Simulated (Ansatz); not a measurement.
An Ansatz run on a 3-atom cell of SnS2 started from a crystallographic database left the output below. The geometry is the r2SCAN+rVV10 minimum.

The cell given to it:
```cif
data_structure
_symmetry_space_group_name_H-M 'P 1'
_symmetry_Int_Tables_number 1
_cell_length_a 3.6608
_cell_length_b 3.6608
_cell_length_c 5.9618
_cell_angle_alpha 90.000
_cell_angle_beta 90.000
_cell_angle_gamma 120.000
_cell_volume 69.19
loop_
_atom_site_label
_atom_site_type_symbol
_atom_site_fract_x
_atom_site_fract_y
_atom_site_fract_z
_atom_site_occupancy
Sn1 Sn 0.00000 0.00000 0.00000 1
S1 S 0.33333 0.66667 0.24559 1
S2 S 0.66667 0.33333 0.75441 1
```

What the program printed (shortened):
```
Functional definition: PBE
Crystal: 3 atoms, lattice volume = 69.191 Å³
Basis set: ecut = 979.609905 eV, 4795 PW (Γ)
Bands: 17, of which v1, the nominal top of the filled ones, is band 13 counted from 1 (12 counted from 0)
Symmetry: 12 space group operations
Space group: P-3m1 (ITA 164)
k-points: 24 of 144
preconditioner: auto → Resta (q_TF=auto, 2.318 Å⁻¹)  ε∞=3.0  [insulator: Δε(μ)=1.590 eV  ℏωp=22.8 eV]
SCF 1 converged in 8 iterations: F = -2807.890993 eV  dr2 = 5.53e-8
SCF converged after 8 iterations
Free energy (F): -2807.890993 eV
Fermi energy:    6.323233 eV
--- G₀W₀: contour deformation, 7 samples at zero and on the imaginary axis and 2 off it, 144 q-points, 379 empty bands' worth ---
    ik  band        ε_KS         Σx   Σc(E_QP)       V_xc       Z   E_QP_lin       E_QP  E_QP is
     0    12      5.9927   -18.2965     1.7782   -15.8879  0.7334     5.3531     5.3622  root
     0    13      6.3232   -18.4254     2.0238   -15.6945  0.7341     5.6057     5.6162  root
     0    14      8.2702   -11.6740    -3.6415   -15.4712  0.7811     8.4262     8.4259  root
     0    15      9.9874    -7.8492    -4.2155   -12.2119  0.7907    10.1349    10.1346  root
     1    12      6.0543   -18.3310     1.7430   -15.9571  0.7349     5.4146     5.4234  root
     1    13      6.0543   -18.3310     1.7430   -15.9571  0.7349     5.4146     5.4234  root
     1    14      8.9130   -12.1832    -3.7192   -16.0890  0.7705     9.1001     9.0996  root
     1    15     10.0230    -7.9741    -4.2330   -12.3571  0.7900    10.1733    10.1730  root
     2    12      6.1063   -18.3695     1.7166   -16.0228  0.7359     5.4676     5.4762  root
     2    13      6.1063   -18.3695     1.7166   -16.0228  0.7359     5.4676     5.4762  root
     2    14      9.3518   -12.1482    -3.9767   -16.3697  0.7635     9.5976     9.5966  root
     2    15     10.0523    -8.1080    -4.2451   -12.5012  0.7896    10.2007    10.2004  root
     3    12      6.2144   -18.3387     1.7189   -15.9823  0.7368     5.5688     5.5769  root
     3    13      6.2847   -18.3809     2.0209   -15.6535  0.7337     5.5675     5.5782  root
     3    14      9.1978   -12.0556    -3.9079   -16.2162  0.7573     9.4515     9.4505  root
     3    15     10.8058    -8.1051    -4.4079   -12.6818  0.7813    10.9750    10.9746  root
     4    12      5.6875   -18.0979     2.1966   -15.1842  0.7271     4.9558     4.9704  root
     4    13      6.0889   -18.2415     1.7866   -15.8133  0.7346     5.4385     5.4473  root
     4    14      9.0489   -11.6168    -3.8462   -15.7075  0.7616     9.2944     9.2934  root
     4    15     11.0569    -8.3865    -4.5037   -13.0917  0.7739    11.2590    11.2584  root
     5    12      5.2390   -17.7796     2.0994   -15.0073  0.7237     4.5502     4.5662  root
     5    13      6.0861   -18.2054     1.7698   -15.7952  0.7347     5.4369     5.4457  root
     5    14      9.1731   -11.4645    -3.9312   -15.6523  0.7605     9.4308     9.4298  root
     5    15     11.1357    -8.7505    -4.5390   -13.4926  0.7712    11.3394    11.3389  root
     6    12      5.9143   -18.0423     2.0758   -15.2598  0.7307     5.1952     5.2077  root
     6    13      6.2135   -18.3116     1.7048   -15.9701  0.7369     5.5687     5.5769  root
     6    14      9.3448   -11.8587    -4.0073   -16.1351  0.7557     9.6153     9.6138  root
     6    15     10.9165    -8.6056    -4.4334   -13.2097  0.7780    11.0876    11.0872  root
     7    12      5.9200   -17.9713     2.0915   -15.1684  0.7298     5.1957     5.2086  root
     7    13      6.1293   -18.3244     1.7666   -15.9069  0.7355     5.4695     5.4784  root
     7    14      8.4522   -10.7931    -3.7212   -14.7205  0.7682     8.6589     8.6583  root
     7    15     11.0585    -8.1319    -4.4498   -12.7624  0.7803    11.2394    11.2391  root
     8    12      5.5808   -17.9454     2.2594   -14.9642  0.7238     4.8423     4.8589  root
     8    13      5.9722   -18.1985     1.8496   -15.6922  0.7329     5.3057     5.3155  root
     8    14      8.1162   -10.7080    -3.5884   -14.4889  0.7713     8.3091     8.3087  root
     8    15     11.2627    -7.8825    -4.4834   -12.5547  0.7784    11.4516    11.4515  root
  […]
```

The points are ik 0 = (0, 0, 0) (Γ), ik 1 = (0, 0, 1/4), ik 2 = (0, 0, -1/2), ik 3 = (0, 1/6, 0), ik 4 = (0, 1/6, 1/4), ik 5 = (0, 1/6, -1/2), ik 6 = (0, 1/6, -1/4), ik 7 = (0, 1/3, 0), ik 8 = (0, 1/3, 1/4), ik 9 = (0, 1/3, -1/2), ik 10 = (0, 1/3, -1/4), ik 11 = (0, -1/2, 0); band 13 is the last filled one.

Question: Reconstruct the input.

Answer:
```yaml
crystal:
  # lattice and atoms as above
kpoints:
  mp_grid: { grid: [6, 6, 4] }
hamiltonian:
  xc: pbe
  pseudopotentials: { kind: nc }
scf:
  occupations: { method: fixed }
gw:
  n_empty_bands: 379
  ecut_chi: 180
  qp_bands: [v2, c2]
  qp_kpoints: band_edges
  screening: { model: contour_deformation }
```
The quasiparticle table needs the gw block. This is the file that was run; thresholds and some counts can't be read off the log exactly.

It took 60 s on 1 × NVIDIA H100 80GB HBM3 with 2 threads of AMD EPYC 7R13 Processor (Zen 3) (shared host), load about 2.0 per core; peak host memory 2.7 GiB.

No spin polarisation and no zero-point or thermal motion.

No spin-orbit coupling is included; it can move band edges with weight on the heavy atoms by tenths of an eV.
